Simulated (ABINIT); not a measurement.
# Cu (I4/mmm) in ABINIT: settings compared

Aim: see how the results for Cu move with the level of theory and the settings. Levels: LDA, PBEsol. Tasks: relaxation of cell and atoms.

Everything below comes from runs of ABINIT 10.8.3 (patched build). Logs are shortened: lines on timing, memory, paths and dates and some standing lists are left out, and cuts for length are marked. The log counts tension as positive stress, the text compression.

**1. Starting point**

Symmetry: I4/mmm, No. 139, tetragonal system. The conventional cell has a = 2.886 Å, b = 2.886 Å, c = 2.752 Å, α = 90.00°, β = 90.00°, γ = 90.00°. Cu (site symmetry 4/mmm) has 10 Cu at 2.46 to 2.75 Å as nearest neighbours.

This isn't the form of Cu at room conditions, which is fcc.

**2. Relaxation of cell and atoms, LDA**

Contents of run.abi:

```
# Pseudopotentials
pp_dirpath "./"
pseudos "Cu.LDA_PW-JTH.xml"

# Structure
acell 4.6507635309 4.6507635309 4.6507635309
rprim
    -0.5862444330     0.5862444330     0.5591376660
     0.5862444330    -0.5862444330     0.5591376660
     0.5862444330     0.5862444330    -0.5591376660
ntypat 1
znucl 29
natom 1
typat 1
xred
     0.0000000000     0.0000000000     0.0000000000
chkprim 0
chksymtnons 0
tolsym 1.0e-6

# Plane-wave basis
ecut 26.0
pawecutdg 48.0

# k points
kptopt 1
ngkpt 13 13 13
nshiftk 1
shiftk 0.0 0.0 0.0

# Exchange and correlation
ixc 7

# Bands and occupations
nband 14
occopt 3
tsmear 0.05 eV

# SCF cycle
nstep 100
tolvrs 1.0e-9

# Output
iomode 3
prtwf 0
prtden 0
prteig 0
prtebands 0
enunit 1

# Relaxation
ionmov 22
ntime 60
tolmxf 0.0001
optcell 2
dilatmx 1.08
ecutsm 0.5
```

Potentials or basis: JTH PAW LDA v2.0.

Command:

```sh
$ abinit run.abi > log 2>&1
```

run.abo:

```text
.Version 10.8.3 of ABINIT
 Symmetries : space group I4/m m m (#139); Bravais tI (body-center tetrag.)
================================================================================
 Values of the parameters that define the memory need of the present run
     intxc =       0    ionmov =      22      iscf =      17    lmnmax =      18
     lnmax =       6     mgfft =      24  mpssoang =       3    mqgrid =    3001
     natom =       1  nloc_mem =       2    nspden =       1   nspinor =       1
    nsppol =       1      nsym =      16    n1xccc =       1    ntypat =       1
    occopt =       3   xclevel =       1
       mpw =         634          nfft =       13824          nkpt =         196
 PAW method is used; the additional fine FFT grid is defined by:
   mgfftf=        32    nfftf =     32768
================================================================================
================================================================================

--------------------------------------------------------------------------------
------------- Echo of variables that govern the present computation ------------
--------------------------------------------------------------------------------
 -outvars: echo values of preprocessed input variables --------
            acell      4.6507635309E+00  4.6507635309E+00  4.6507635309E+00 Bohr
              amu      6.35460000E+01
          chkprim           0
      chksymtnons           0
          dilatmx      1.08000000E+00
             ecut      2.60000000E+01 Hartree
           ecutsm      5.00000000E-01 Hartree
           enunit           1
           ionmov          22
                       outvar_i_n : Printing only first  50 k-points.
              ixc           7
                       outvar_i_n : Printing only first  50 k-points.
         kptrlatt       13    0    0      0   13    0      0    0   13
          kptrlen      6.04599259E+01
            natom           1
            nband          14
            ngfft          24      24      24
          ngfftdg          32      32      32
             nkpt         196
            nstep         100
             nsym          16
            ntime          60
           ntypat           1
                       prtocc : prtvol=0, do not print more k-points.
           occopt           3
          optcell           2
        pawecutdg      4.80000000E+01 Hartree
           prtden           0
        prtebands           0
           prteig           0
            prtwf           0
            rprim     -5.8624443300E-01  5.8624443300E-01  5.5913766600E-01
                       5.8624443300E-01 -5.8624443300E-01  5.5913766600E-01
                       5.8624443300E-01  5.8624443300E-01 -5.5913766600E-01
          spgroup         139
           tolmxf      1.00000000E-04
           tolsym      1.00000000E-06
           tolvrs      1.00000000E-09
           tsmear      1.83746611E-03 Hartree
            typat      1
           useylm           1
                       outvars : Printing only first  50 k-points.
            znucl       29.00000

================================================================================

 chkinp: Checking input parameters for consistency.

================================================================================
== DATASET  1 ==================================================================

--- !DatasetInfo
iteration_state: {dtset: 1, }
dimensions: {natom: 1, nkpt: 196, mband: 14, nsppol: 1, nspinor: 1, nspden: 1, mpw: 634, }
cutoff_energies: {ecut:  26.0, pawecutdg:  48.0, }
electrons: {nelect:   1.90000000E+01, charge:   0.00000000E+00, occopt:   3.00000000E+00, tsmear:   1.83746611E-03, }
meta: {optdriver: 0, ionmov: 22, optcell: 2, iscf: 17, paral_kgb: 0, }
...

 Exchange-correlation functional for the present dataset will be:
  LDA: Perdew-Wang 92 LSD fit to Ceperley-Alder data - ixc=7
  J.P.Perdew and Y.Wang, PRB 45, 13244 (1992)

 Real(R)+Recip(G) space primitive vectors, cartesian coordinates (Bohr,Bohr^-1):
 R(1)= -2.7264842  2.7264842  2.6004171  G(1)=  0.0000000  0.1833864  0.1922768
 R(2)=  2.7264842 -2.7264842  2.6004171  G(2)=  0.1833864  0.0000000  0.1922768
 R(3)=  2.7264842  2.7264842 -2.6004171  G(3)=  0.1833864  0.1833864  0.0000000
 Unit cell volume ucvol=  7.7323050E+01 bohr^3
 Angles (23,13,12)=  1.08218096E+02  1.08218096E+02  1.12007635E+02 degrees

 Coarse grid specifications (used for wave-functions):

 getcut: wavevector=  0.0000  0.0000  0.0000  ngfft=  24  24  24
         ecut(hartree)=     30.326   => boxcut(ratio)=   2.08374

 Fine grid specifications (used for densities):

 getcut: wavevector=  0.0000  0.0000  0.0000  ngfft=  32  32  32
         ecut(hartree)=     55.987   => boxcut(ratio)=   2.04275

--- Pseudopotential description ------------------------------------------------
- pspini: atom type   1  psp file is ./Cu.LDA_PW-JTH.xml
 Pseudopotential format is: paw10
 basis_size (lnmax)=  6 (lmn_size= 18), orbitals=   0   0   1   1   2   2
 Spheres core radius: rc_sph= 2.00090475
 Shapefunction is SIN type: shapef(r)=[sin(pi*r/rshp)/(pi*r/rshp)]**2
 Radius for shape functions =  1.80603571
 Compensation charge density is not taken into account in XC energy/potential

   6.90398489E+02                                ecore*ucvol(ha*bohr**3)
--------------------------------------------------------------------------------

================================================================================

=== [ionmov=22] Limited-memory Broyden-Fletcher-Goldfarb-Shanno method
================================================================================

--- Iteration: ( 1/60) Internal Cycle: (1/1)
--------------------------------------------------------------------------------

---SELF-CONSISTENT-FIELD CONVERGENCE--------------------------------------------

--- !BeginCycle
iteration_state: {dtset: 1, itime: 1, icycle: 1, }
solver: {iscf: 17, nstep: 100, nline: 4, wfoptalg: 10, }
tolerances: {tolvrs: 1.00E-09, }
...
[... 522 lines left out ...]
 Scale of Primitive Cell (acell) [bohr]
  4.57905422070058E+00  4.57905422070058E+00  4.57905422070058E+00
 Real space primitive translations (rprimd) [bohr]
 -2.65770109519242E+00  2.65770109519242E+00  2.61552811748255E+00
  2.65770109519242E+00 -2.65770109519242E+00  2.61552811748255E+00
  2.65770109519242E+00  2.65770109519242E+00 -2.61552811748255E+00
 Unitary Cell Volume (ucvol) [Bohr^3]=  7.38978248326364E+01
 Angles (23,13,12)= [degrees]
  1.09042083204342E+02  1.09042083204342E+02  1.10332947379389E+02
 Lengths [Bohr]
  4.57905422070058E+00  4.57905422070058E+00  4.57905422070058E+00
 Stress tensor in cartesian coordinates (strten) [Ha/bohr^3]
  5.23488763345958E-06  0.00000000000000E+00  0.00000000000000E+00
  0.00000000000000E+00  5.23488763354285E-06  0.00000000000000E+00
  0.00000000000000E+00  0.00000000000000E+00  1.45719474376194E-05
 Total energy (etotal) [Ha]= -1.98103389281278E+02

 Difference of energy with previous step (new-old):
           Absolute (Ha)= 9.77692E-06
           Relative     = 4.93526E-08

--- Iteration: ( 7/60) Internal Cycle: (1/1)
--------------------------------------------------------------------------------

---SELF-CONSISTENT-FIELD CONVERGENCE--------------------------------------------

--- !BeginCycle
iteration_state: {dtset: 1, itime: 7, icycle: 1, }
solver: {iscf: 17, nstep: 100, nline: 4, wfoptalg: 10, }
tolerances: {tolvrs: 1.00E-09, }
...
[... 242 lines left out ...]
 -2.67959354770830E+00  2.67959354770830E+00  2.57048480547031E+00
  2.67959354770830E+00 -2.67959354770830E+00  2.57048480547031E+00
  2.67959354770830E+00  2.67959354770830E+00 -2.57048480547031E+00
 Unitary Cell Volume (ucvol) [Bohr^3]=  7.38266018946588E+01
 Angles (23,13,12)= [degrees]
  1.08368080912108E+02  1.08368080912108E+02  1.11700770298062E+02
 Lengths [Bohr]
  4.57906489329356E+00  4.57906489329356E+00  4.57906489329356E+00
 Stress tensor in cartesian coordinates (strten) [Ha/bohr^3]
  1.21283621479229E-07  0.00000000000000E+00  0.00000000000000E+00
  0.00000000000000E+00  1.21283621479229E-07  0.00000000000000E+00
  0.00000000000000E+00  0.00000000000000E+00 -1.06200677862933E-07
 Total energy (etotal) [Ha]= -1.98103399873536E+02

 Difference of energy with previous step (new-old):
           Absolute (Ha)=-3.47382E-08
           Relative     =-1.75354E-10

 At Broyd/MD step   9, gradients are converged :
  max grad (force/stress) = 1.2128E-05 < tolmxf= 1.0000E-04 ha/bohr (free atoms)

================================================================================

 ----iterations are completed or convergence reached----

 Mean square residual over all n,k,spin=   11.852E-11; max=  27.636E-08
 reduced coordinates (array xred) for    1 atoms
       0.000000000000      0.000000000000      0.000000000000
 rms dE/dt=  0.0000E+00; max dE/dt=  0.0000E+00; dE/dt below (all hartree)
    1       0.000000000000      0.000000000000      0.000000000000

 cartesian coordinates (angstrom) at end:
    1      0.00000000000000     0.00000000000000     0.00000000000000

 cartesian forces (hartree/bohr) at end:
    1     -0.00000000000000    -0.00000000000000    -0.00000000000000
 frms,max,avg= 0.0000000E+00 0.0000000E+00   0.000E+00  0.000E+00  0.000E+00 h/b

 cartesian forces (eV/Angstrom) at end:
    1     -0.00000000000000    -0.00000000000000    -0.00000000000000
 frms,max,avg= 0.0000000E+00 0.0000000E+00   0.000E+00  0.000E+00  0.000E+00 e/A
 length scales=  4.579064893294  4.579064893294  4.579064893294 bohr
              =  2.423136787133  2.423136787133  2.423136787133 angstroms
 Fermi (or HOMO) energy (eV) =   7.86789   Average Vxc (eV)= -12.60896
 Eigenvalues (   eV  ) for nkpt= 196  k points:
 kpt#   1, nband= 14, wtk=  0.00046, kpt=  0.0000  0.0000  0.0000 (reduced coord)
-104.04318  -61.77643  -61.77429  -61.77429   -2.07177    4.43521    4.62331    4.62331
   5.60948    5.80790   33.68120   33.68120   34.79846   37.73381
 prteigrs : prtvol=0 or 1, do not print more k-points.

--- !EnergyTerms
iteration_state     : {dtset: 1, itime: 9, icycle: 1, }
comment             : Components of total free energy in Hartree
kinetic             :  1.10798768463936E+01
hartree             :  3.92757133016880E+01
xc                  : -2.77146385606211E+00
Ewald energy        : -1.24276592347973E+02
psp_core            :  9.35162219853876E+00
local_psp           : -9.88578793055437E+01
PAW spherical_terms : -3.19045853721899E+01
internal            : -1.98103308535148E+02
'-kT*entropy'       : -8.98390208336135E-05
total_energy        : -1.98103398374169E+02
total_energy_eV     : -5.39066808980096E+03
...

--- !EnergyTermsDC
iteration_state     : {dtset: 1, itime: 9, icycle: 1, }
comment             : '"Double-counting" decomposition of free energy'
band_energy         : -1.94039860389912E+01
Ewald energy        : -1.24276592347973E+02
psp_core            :  9.35162219853876E+00
xc_dc               : -3.84524096847450E+01
PAW spherical_terms : -2.53219441613448E+01
internal            : -1.98103310034515E+02
'-kT*entropy'       : -8.98390208336135E-05
total_energy_dc     : -1.98103399873536E+02
total_energy_dc_eV  : -5.39066813060081E+03
...

--- !EnergyTermsWithPAWCore
iteration_state     : {dtset: 1, itime: 9, icycle: 1, }
comment             : 'Components of total free energy, including PAW core contributions'
Total energy        : -1.65243656015012E+03
Total energy DC     : -1.65243656164949E+03
Total energy (eV)   : -4.49650894852252E+04
Total energy DC (eV): -4.49650895260250E+04
...

 Cartesian components of stress tensor (hartree/bohr^3)
  sigma(1 1)=  1.21283621E-07  sigma(3 2)=  0.00000000E+00
  sigma(2 2)=  1.21283621E-07  sigma(3 1)=  0.00000000E+00
  sigma(3 3)= -1.06200678E-07  sigma(2 1)=  0.00000000E+00

-Cartesian components of stress tensor (GPa)         [Pressure= -1.3373E-03 GPa]
- sigma(1 1)=  3.56828734E-03  sigma(3 2)=  0.00000000E+00
- sigma(2 2)=  3.56828734E-03  sigma(3 1)=  0.00000000E+00
- sigma(3 3)= -3.12453182E-03  sigma(2 1)=  0.00000000E+00

== END DATASET(S) ==============================================================
================================================================================

 -outvars: echo values of variables after computation  --------
            acell      4.5790648933E+00  4.5790648933E+00  4.5790648933E+00 Bohr
           etotal     -1.9810339987E+02
            fcart     -0.0000000000E+00 -0.0000000000E+00 -0.0000000000E+00
            rprim     -5.8518357135E-01  5.8518357135E-01  5.6135583692E-01
                       5.8518357135E-01 -5.8518357135E-01  5.6135583692E-01
                       5.8518357135E-01  5.8518357135E-01 -5.6135583692E-01
           strten      1.2128362148E-07  1.2128362148E-07 -1.0620067786E-07
                       0.0000000000E+00  0.0000000000E+00  0.0000000000E+00
 Calculation completed.
```

It took 3 min on 1 thread of Intel Xeon 6975P-C (Granite Rapids), shared host; peak memory 0.13 GiB.

Results:

```
Free energy                                           : -5390.6681 eV
Relaxed volume                                        : 10.94 Å³/atom
Relaxed cell                                          : a = 2.423 Å, b = 2.423 Å, c = 2.423 Å, α = 108.37°, β = 108.37°, γ = 111.70°
Space group after relaxing (to 0.05 Å)                : I4/mmm (No. 139)
Energy gained by relaxing                             : 13.1 meV/atom
Ionic steps                                           : 9
Pressure after relaxing                               : 0.0 GPa
Band gap on the k mesh                                : none (metal or under the smearing width)
Valence electrons inside the program's atomic spheres : Cu 17.43 (radii [1.0588] Å)
```

The path:
```
step  energy change (eV)  largest force (eV/Å)  pressure (GPa)  volume (Å³)
   1              0.0000                0.0000           -7.70        11.46
   2             -0.0099                0.0000           -4.01        11.19
   3             -0.0130                0.0000            0.43        10.92
   4             -0.0131                0.0000           -0.01        10.94
   5             -0.0131                0.0000           -0.02        10.94
   6             -0.0128                0.0000           -0.25        10.95
   7             -0.0131                0.0000            0.03        10.94
   8             -0.0131                0.0000            0.02        10.94
   9             -0.0131                0.0000            0.00        10.94
```

Final structure:
```
Cu
1.0
    -1.41798    1.41798    1.36024
     1.41798   -1.41798    1.36024
     1.41798    1.41798   -1.36024
Cu
1
Direct
  0.00000 0.00000 0.00000
```

**3. Relaxation of cell and atoms, PBEsol**

Edit run.abi of step 2 so:

```diff
@@ -2,3 +2,3 @@
 pp_dirpath "./"
-pseudos "Cu.LDA_PW-JTH.xml"
+pseudos "Cu.GGA_PBE-JTH.xml"
 
@@ -23,2 +23,3 @@
 pawecutdg 48.0
+pawxcdev 0
 
@@ -31,3 +32,3 @@
 # Exchange and correlation
-ixc 7
+ixc -116133
```

Potentials or basis: JTH PAW PBE v2.0.

Command:

```sh
$ abinit run.abi > log 2>&1
```

It took 3 min on 1 thread of Intel Xeon 6975P-C (Granite Rapids), shared host; peak memory 0.15 GiB.

It converged, with:

| Quantity | Value |
| --- | --- |
| Free energy | -5383.7912 eV |
| Relaxed volume | 11.39 Å³/atom |
| Relaxed cell | a = 2.456 Å, b = 2.456 Å, c = 2.456 Å, α = 108.32°, β = 108.32°, γ = 111.80° |
| Space group after relaxing (to 0.05 Å) | I4/mmm (No. 139) |
| Energy gained by relaxing | 0.2 meV/atom |
| Ionic steps | 9 |
| Pressure after relaxing | 0.0 GPa |
| Band gap on the k mesh | none (metal or under the smearing width) |
| Valence electrons inside the program's atomic spheres | Cu 17.38 (radii [1.0588] Å) |

The path:
| step | energy change (eV) | largest force (eV/Å) | pressure (GPa) | volume (Å³) |
| --- | --- | --- | --- | --- |
| 1 | 0.0000 | 0.0000 | -0.95 | 11.46 |
| 2 | -0.0001 | 0.0000 | -0.49 | 11.42 |
| 3 | -0.0002 | 0.0000 | 0.02 | 11.39 |
| 4 | -0.0002 | 0.0000 | 0.00 | 11.39 |
| 5 | -0.0001 | 0.0000 | -0.45 | 11.42 |
| 6 | -0.0002 | 0.0000 | 0.02 | 11.39 |
| 7 | -0.0002 | 0.0000 | 0.03 | 11.39 |
| 8 | -0.0002 | 0.0000 | 0.03 | 11.39 |
| 9 | -0.0002 | 0.0000 | 0.01 | 11.39 |

Final structure:
```
CELL_PARAMETERS angstrom
-1.43802 1.43802 1.37690
1.43802 -1.43802 1.37690
1.43802 1.43802 -1.37690
ATOMIC_POSITIONS crystal
Cu 0.00000 0.00000 0.00000
```

Levels at points of the mesh, in eV from the Fermi level:
```csv
k point,band 8,band 9,band 10,band 11,band 12,band 13
"(0.00, 0.00, 0.00)",-3.06,-2.15,-1.96,25.28,25.28,26.43
```

Caveat: the PAW data sets were made with another functional, which shifts forces and pressure a little.
